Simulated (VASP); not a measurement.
# TiO2 (Rutile) (P4_2/mnm) in VASP: G0W0 quasiparticle levels with PBEsol

Aim: the G0W0 quasiparticle levels of TiO2 (Rutile) with PBEsol.

Program: VASP 6.6.1. These are calculated values, not measurements. Logs are shortened: lines on timing, memory, paths and dates and some standing lists are left out, and cuts for length are marked.

## Step 1: The crystal as given

It takes space group P4_2/mnm (No. 136, tetragonal). Conventional cell: a = 4.592 Å, b = 4.592 Å, c = 2.957 Å, α = 90.00°, β = 90.00°, γ = 90.00°. Around Ti (site symmetry mmm) lie 6 O at 1.95 to 1.98 Å. Around O (site symmetry m2m) lie 3 Ti at 1.95 to 1.98 Å.

## Step 2: G0W0 quasiparticle levels, PBEsol

Contents of POSCAR:

```
TiO2
1.0
    4.5922000000      0.0000000000      0.0000000000
    0.0000000000      4.5922000000      0.0000000000
    0.0000000000      0.0000000000      2.9574000000
Ti O
2 4
Direct
    0.0000000000      0.0000000000      0.0000000000
    0.5000000000      0.5000000000      0.5000000000
    0.3049600000      0.3049600000      0.0000000000
    0.1950400000      0.8049600000      0.5000000000
    0.6950400000      0.6950400000      0.0000000000
    0.8049600000      0.1950400000      0.5000000000
```

Contents of INCAR.step1:

```
SYSTEM = TiO2
ALGO = Normal ; EDIFF = 1E-8
ENCUT = 450 ; GGA = PS
ISMEAR = 0 ; KPAR = 8
LASPH = .TRUE. ; LCHARG = .FALSE.
LREAL = .FALSE. ; LWAVE = .TRUE.
NELM = 60 ; PREC = Accurate
SIGMA = 0.01
```

Contents of INCAR.step2:

```
SYSTEM = TiO2
ALGO = Exact ; EDIFF = 1E-8
ENCUT = 450 ; GGA = PS
ISMEAR = 0 ; ISTART = 1
KPAR = 8 ; LASPH = .TRUE.
LCHARG = .FALSE. ; LOPTICS = .TRUE.
LREAL = .FALSE. ; LWAVE = .TRUE.
NBANDS = 116 ; NELM = 1
PREC = Accurate ; SIGMA = 0.01
```

Contents of INCAR.step3:

```
SYSTEM = TiO2
ALGO = EVGW0 ; EDIFF = 1E-8
ENCUT = 450 ; ENCUTGW = 80
GGA = PS ; ISMEAR = 0
ISTART = 1 ; KPAR = 8
LASPH = .TRUE. ; LCHARG = .FALSE.
LREAL = .FALSE. ; LWAVE = .FALSE.
NBANDS = 116 ; NBANDSGW = 32
NELMGW = 1 ; NOMEGA = 50
PREC = Accurate ; PRECFOCK = Fast
SIGMA = 0.01
```

Contents of KPOINTS:

```
k-points
0
G
  3 3 4
  0 0 0
```

Potentials or basis: VASP PAW PBE potentials, release 64 (Ti_sv_GW, O_GW).

Command:

```console
cat potpaw_PBE.64/Ti_sv_GW/POTCAR potpaw_PBE.64/O_GW/POTCAR > POTCAR
cp INCAR.step1 INCAR
mpirun -np 8 vasp_std > vasp.out
cp INCAR.step2 INCAR
mpirun -np 8 vasp_std > vasp.out
cp INCAR.step3 INCAR
mpirun -np 8 vasp_std > vasp.out
```

OUTCAR:

```text
SYSTEM = TiO2
   EDIFF = 1E-8
   ENCUT = 450
   ENCUTGW = 80
   GGA = PS
   ISMEAR = 0
   ISTART = 1
   LASPH = .TRUE.
   LREAL = .FALSE.
   NELMGW = 1
   PREC = Accurate
   PRECFOCK = Fast

 ion  position               nearest neighbor table
   1  0.000  0.000  0.000-   4 1.95   6 1.95   4 1.95   6 1.95   5 1.98   3 1.98
   2  0.500  0.500  0.500-   3 1.95   5 1.95   3 1.95   5 1.95   4 1.98   6 1.98
   3  0.305  0.305  0.000-   2 1.95   2 1.95   1 1.98
   4  0.195  0.805  0.500-   1 1.95   1 1.95   2 1.98
   5  0.695  0.695  0.000-   2 1.95   2 1.95   1 1.98
   6  0.805  0.195  0.500-   1 1.95   1 1.95   2 1.98

  LATTYP: Found a simple tetragonal cell.
 ALAT       =     4.5922000000
 C/A-ratio  =     0.6440050520

  Lattice vectors:

 A1 = (   4.5922000000,   0.0000000000,   0.0000000000)
 A2 = (   0.0000000000,   4.5922000000,   0.0000000000)
 A3 = (   0.0000000000,   0.0000000000,   2.9574000000)

Analysis of symmetry for initial positions (statically):
=====================================================================
 Subroutine PRICEL returns:
 Original cell was already a primitive cell.

 Routine SETGRP: Setting up the symmetry group for a
 simple tetragonal supercell.

 Subroutine GETGRP returns: Found 16 space group operations
 (whereof  8 operations were pure point group operations)
 out of a pool of 16 trial point group operations.

The static configuration has the point symmetry D_2h.
 The point group associated with its full space group is D_4h.

Analysis of symmetry for dynamics (positions and initial velocities):
=====================================================================
 Subroutine PRICEL returns:
 Original cell was already a primitive cell.

 Routine SETGRP: Setting up the symmetry group for a
 simple tetragonal supercell.

 Subroutine GETGRP returns: Found 16 space group operations
 (whereof  8 operations were pure point group operations)
 out of a pool of 16 trial point group operations.

The dynamic configuration has the point symmetry D_2h.
 The point group associated with its full space group is D_4h.

 Subroutine INISYM returns: Found 16 space group operations
 (whereof  8 operations are pure point group operations),
 and found     1 'primitive' translations

----------------------------------------------------------------------------------------

                                     Primitive cell

  volume of cell :      62.3665

  direct lattice vectors                    reciprocal lattice vectors
     4.592200000  0.000000000  0.000000000     0.217760550  0.000000000  0.000000000
     0.000000000  4.592200000  0.000000000     0.000000000  0.217760550  0.000000000
     0.000000000  0.000000000  2.957400000     0.000000000  0.000000000  0.338134848

  length of vectors
     4.592200000  4.592200000  2.957400000     0.217760550  0.217760550  0.338134848

  position of ions in fractional coordinates (direct lattice)
     0.000000000  0.000000000  0.000000000
     0.500000000  0.500000000  0.500000000
     0.304960000  0.304960000  0.000000000
     0.195040000  0.804960000  0.500000000
     0.695040000  0.695040000  0.000000000
     0.804960000  0.195040000  0.500000000

  ion indices of the primitive-cell ions
   primitive index   ion index
                 1           1
                 2           2
                 3           3
                 4           4
                 5           5
                 6           6

----------------------------------------------------------------------------------------

 KPOINTS: k-points

Automatic generation of k-mesh.
 Grid dimensions read from file:
 generate k-points for:    3    3    4

 Generating k-lattice:

  Cartesian coordinates                     Fractional coordinates (reciprocal lattice)
     0.072586850  0.000000000  0.000000000     0.333333333  0.000000000  0.000000000
     0.000000000  0.072586850  0.000000000     0.000000000  0.333333333  0.000000000
     0.000000000  0.000000000  0.084533712     0.000000000  0.000000000  0.250000000

  Length of vectors
     0.072586850  0.072586850  0.084533712

  Shift w.r.t. Gamma in fractional coordinates (k-lattice)
     0.000000000  0.000000000  0.000000000

 Subroutine IBZKPT returns following result:
 ===========================================

 Found      9 irreducible k-points:

 Following reciprocal coordinates:
            Coordinates               Weight
  0.000000  0.000000  0.000000      1.000000
  0.333333  0.000000  0.000000      4.000000
  0.333333  0.333333  0.000000      4.000000
  0.000000  0.000000  0.250000      2.000000
  0.333333  0.000000  0.250000      8.000000
  0.333333  0.333333  0.250000      8.000000
  0.000000  0.000000  0.500000      1.000000
  0.333333  0.000000  0.500000      4.000000
  0.333333  0.333333  0.500000      4.000000
   k-points           NKPTS =      9   k-points in BZ     NKDIM =     36   number of bands    NBANDS=    116
   number of dos      NEDOS =    301   number of ions     NIONS =      6
   total plane-waves  NPLWV =  20480
   dimension x,y,z NGX =    32 NGY =   32 NGZ =   20
   dimension x,y,z NGXF=    64 NGYF=   64 NGZF=   40
   ions per type =               2   4
   NGX,Y,Z   is equivalent  to a cutoff of  11.58, 11.58, 11.24 a.u.
   NGXF,Y,Z  is equivalent  to a cutoff of  23.17, 23.17, 22.49 a.u.
 SYSTEM =  TiO2
   PREC   = accura    normal or accurate (medium, high low for compatibility)
   ISTART =      1    job   : 0-new  1-cont  2-samecut
   ICHARG =      0    charge: 1-file 2-atom 10-const
   ISPIN  =      1    spin polarized calculation?
   LNONCOLLINEAR =      F non collinear calculations
   LSORBIT =      F    spin-orbit coupling
   LASPH  =      T    aspherical Exc in radial PAW
   ENCUT  =  450.0 eV  33.07 Ry    5.75 a.u.   7.94  7.94  5.12*2*pi/ulx,y,z
   NELM   =     60;   NELMIN=  2; NELMDL=  0     # of ELM steps
   EDIFF  = 0.1E-07   stopping-criterion for ELM
   LREAL  =      F    real-space projection
   EDIFFG = 0.1E-06   stopping-criterion for IOM
   NSW    =      0    number of steps for IOM
   IBRION =     -1    ionic relax: 0-MD 1-quasi-New 2-CG
   NFREE  =      0    steps in history (QN), initial steepest desc. (CG)
   ISIF   =      0    stress and relaxation
   ISYM   =      3    0-nonsym 1-usesym 2-fastsym
   POTIM  = 0.5000    time-step for ionic-motion
   TEBEG  =    0.0;   TEEND  =   0.0 temperature during run
   PSTRESS=    0.0 pullay stress
   NELECT =      48.0000    total number of electrons
   NUPDOWN=      -1.0000    fix difference up-down
   EMIN   =  10.00;   EMAX   =-10.00  energy-range for DOS
   EFERMI =   0.00;   METHOD = LEGACY
   ISMEAR =     0;   SIGMA  =   0.01  broadening in eV -4-tet -1-fermi 0-gaus
   EFERMI_NEDOS =   21; number of points for ismear=-14 and -15
   IALGO  =     38    algorithm
   IMIX   =      4    mixing-type and parameters
     AMIX     =   0.40;   BMIX     =  1.00
     AMIX_MAG =   1.60;   BMIX_MAG =  1.00
  volume/ion in A,a.u.               =      10.39        70.15
  Fermi-wavevector in a.u.,A,eV,Ry     =   1.500277  2.835112 30.624403  2.250830
  Thomas-Fermi vector in A             =   2.611798
   LORBIT       =      0    0 simple, 1 ext, 2 COOP (PROOUT), +10 PAW based schemes
   GGA     = PS    functional components
   LHFCALC =     T    Hartree Fock is set to
   PRECFOCK=fast      Normal, Fast or Accurate (Low or Medium for compatibility)
   ENCUT4O =  -1.0   cutoff for four orbital integrals eV
   NKREDX  =     1    reduce k-point grid by
   NKREDY  =     1    reduce k-point grid by
   NKREDZ  =     1    reduce k-point grid by
   AEXX    =    1.0000 exact exchange contribution
   HFSCREEN=    0.0000 screening length (either q_TF or 0.3 A-1)
   HFSCREENC=   0.0000 screening length for correlation (either q_TF or 0.3 A-1)
   ENCUTFOCK=  -1.0 apply spherical cutoff to Coloumb kernel
   IVDW    =     0    specifies the selected vdW correction
   LEPSILON=     F    determine dielectric tensor
   LRPA    =     F    only Hartree local field effects (RPA)
   LRPAFORCE           =     F    calculate RPA forces
   ENCUTGW             =  80.0    cutoff for response function in eV
   ENCUTGWSOFT         =  64.0    soft cutoff for Coulomb kernel in GW response function in eV
   ENCUTLF             =  -1.0    cutoff for local field effects
   NELMGW              =     1    number of iterations in solving QP/BSE equation
   NELMHF              =     1    number of iterations in the inner HF iteration
   NKREDLFX            =     1    NKREDLFY  =   1   NKREDLFZ  =   1
 non-spin polarized calculation
 Gauss-broadening in eV      SIGMA  =   0.01
  energy-cutoff  :      450.00
  volume of cell :       62.37
 maximum number of plane-waves:      1372
 NGX is ok and might be reduce to    32
  NGX = 18; NGY = 18; NGZ = 12
   NGX = 15   NGY = 15   NGZ = 11
 maximum number of plane-waves:       116
 NGX is ok and might be reduce to    14

 QP shifts <psi_nk| G(iteration)W_0 |psi_nk>: iteration 1
 for sc-GW calculations column KS-energies equals QP-energies in previous step
 and V_xc(KS)=  KS-energies - (<T + V_ion + V_H > + <T+V_H+V_ion>^1  + <V_x>^1)

 k-point   1 :       0.0000    0.0000    0.0000
  band No.  KS-energies  QP-energies   sigma(KS)   V_xc(KS)     V^pw_x(r,r')   Z            occupation Imag(sigma)

      1     -51.8817     -54.1995     -28.5408     -24.6919     -41.6222       0.6022       2.0000       1.5957
      2     -51.8642     -54.1827     -28.5297     -24.7109     -41.6293       0.6071       2.0000       1.5850
      3     -28.3179     -29.2803     -25.3108     -23.8270     -34.5198       0.6486       2.0000       1.1475
      4     -28.3179     -29.2803     -25.3108     -23.8270     -34.5198       0.6486       2.0000       1.1475
      5     -28.1461     -29.1363     -25.5204     -24.0211     -34.5594       0.6604       2.0000       1.0540
      6     -28.1461     -29.1363     -25.5204     -24.0211     -34.5594       0.6604       2.0000       1.0540
[... 24 lines left out ...]
     31       9.3334      11.2129     -19.0968     -21.8475     -12.3030       0.6833       0.0000      -0.6725
     32      11.4116      13.3806     -20.1153     -22.9341     -14.3184       0.6985       0.0000      -0.5740

 k-point   2 :       0.3333    0.0000    0.0000
  band No.  KS-energies  QP-energies   sigma(KS)   V_xc(KS)     V^pw_x(r,r')   Z            occupation Imag(sigma)

      1     -51.8774     -54.1953     -28.5382     -24.6968     -41.6242       0.6034       2.0000       1.5928
      2     -51.8686     -54.1891     -28.5326     -24.7062     -41.6277       0.6065       2.0000       1.5875
      3     -28.2849     -29.2530     -25.3577     -23.8675     -34.5224       0.6497       2.0000       1.1254
      4     -28.2825     -29.2518     -25.3638     -23.8733     -34.5275       0.6503       2.0000       1.1238
      5     -28.1850     -29.1604     -25.4607     -23.9664     -34.5438       0.6528       2.0000       1.0806
      6     -28.1825     -29.1591     -25.4669     -23.9726     -34.5494       0.6535       2.0000       1.0789
[... 24 lines left out ...]
     31      10.0082      11.9851     -19.5760     -22.3483     -13.9851       0.7131       0.0000      -0.4471
     32      11.1258      13.0867     -19.7980     -22.5775     -14.2837       0.7055       0.0000      -0.5002

 k-point   3 :       0.3333    0.3333    0.0000
  band No.  KS-energies  QP-energies   sigma(KS)   V_xc(KS)     V^pw_x(r,r')   Z            occupation Imag(sigma)

      1     -51.8751     -54.1947     -28.5369     -24.6993     -41.6251       0.6044       2.0000       1.5912
      2     -51.8706     -54.1893     -28.5341     -24.7039     -41.6268       0.6054       2.0000       1.5885
      3     -28.3278     -29.2962     -25.3023     -23.8091     -34.5185       0.6485       2.0000       1.1579
      4     -28.2917     -29.2651     -25.3537     -23.8553     -34.5256       0.6496       2.0000       1.1340
      5     -28.1777     -29.1501     -25.4668     -23.9802     -34.5408       0.6541       2.0000       1.0712
      6     -28.1401     -29.1256     -25.5210     -24.0302     -34.5505       0.6610       2.0000       1.0457
[... 24 lines left out ...]
     31      10.2417      12.1561     -19.1041     -21.7992     -13.1720       0.7103       0.0000      -0.5002
     32      11.1046      13.0413     -19.6367     -22.3995     -13.5394       0.7010       0.0000      -0.5910

 k-point   4 :       0.0000    0.0000    0.2500
  band No.  KS-energies  QP-energies   sigma(KS)   V_xc(KS)     V^pw_x(r,r')   Z            occupation Imag(sigma)
[... 139 lines left out ...]
     31      10.2666      12.1881     -19.0636     -21.7737     -13.1694       0.7090       0.0000      -0.4931
     32      10.2666      12.1881     -19.0636     -21.7737     -13.1694       0.7090       0.0000      -0.4931

 k-point   8 :       0.3333    0.0000    0.5000
  band No.  KS-energies  QP-energies   sigma(KS)   V_xc(KS)     V^pw_x(r,r')   Z            occupation Imag(sigma)

      1     -51.8308     -54.1823     -28.5587     -24.7366     -41.6444       0.6152       2.0000       1.5780
      2     -51.8308     -54.1823     -28.5587     -24.7366     -41.6444       0.6152       2.0000       1.5780
      3     -28.5665     -29.5924     -25.2485     -23.6864     -34.5028       0.6568       2.0000       1.2774
      4     -28.5665     -29.5924     -25.2485     -23.6864     -34.5028       0.6568       2.0000       1.2774
      5     -28.1599     -29.1445     -25.4922     -23.9983     -34.5558       0.6591       2.0000       1.0733
      6     -28.1599     -29.1445     -25.4922     -23.9983     -34.5558       0.6591       2.0000       1.0733
[... 24 lines left out ...]
     31       9.8055      11.8436     -19.5145     -22.3774     -13.5937       0.7119       0.0000      -0.4516
     32       9.8055      11.8436     -19.5145     -22.3774     -13.5937       0.7119       0.0000      -0.4516

 k-point   9 :       0.3333    0.3333    0.5000
  band No.  KS-energies  QP-energies   sigma(KS)   V_xc(KS)     V^pw_x(r,r')   Z            occupation Imag(sigma)

      1     -51.8310     -54.1754     -28.5587     -24.7369     -41.6446       0.6134       2.0000       1.5779
      2     -51.8310     -54.1754     -28.5587     -24.7369     -41.6446       0.6134       2.0000       1.5779
      3     -28.5652     -29.5923     -25.2503     -23.6891     -34.5040       0.6579       2.0000       1.2762
      4     -28.5584     -29.5931     -25.2679     -23.6989     -34.5061       0.6594       2.0000       1.2738
      5     -28.1689     -29.1389     -25.4664     -23.9825     -34.5512       0.6537       2.0000       1.0779
      6     -28.1602     -29.1409     -25.4887     -23.9967     -34.5543       0.6573       2.0000       1.0744
[... 24 lines left out ...]
     31       9.8066      11.8487     -19.5549     -22.4215     -13.7157       0.7124       0.0000      -0.4375
     32      10.6890      12.6388     -19.6114     -22.3776     -13.7175       0.7049       0.0000      -0.5325
```

It took 83 s on 8 MPI ranks of Intel Xeon Platinum 8488C (Sapphire Rapids), shared host; peak memory 0.55 GiB.

Results:

```yaml
Band_gap_on_the_k_mesh_mean-field_level: 1.85 eV, direct
Quasiparticle_gap: 3.70 eV
Least_direct_quasiparticle_gap: 3.70 eV
```

Caveat: the k mesh is coarse (spacing up to 0.53 Å⁻¹), so the values aren't converged; bands, screening cutoff and mesh are small and nothing is extrapolated, so the quasiparticle values aren't converged; an odd mesh through Γ misses points on the zone boundary, where band edges often lie.
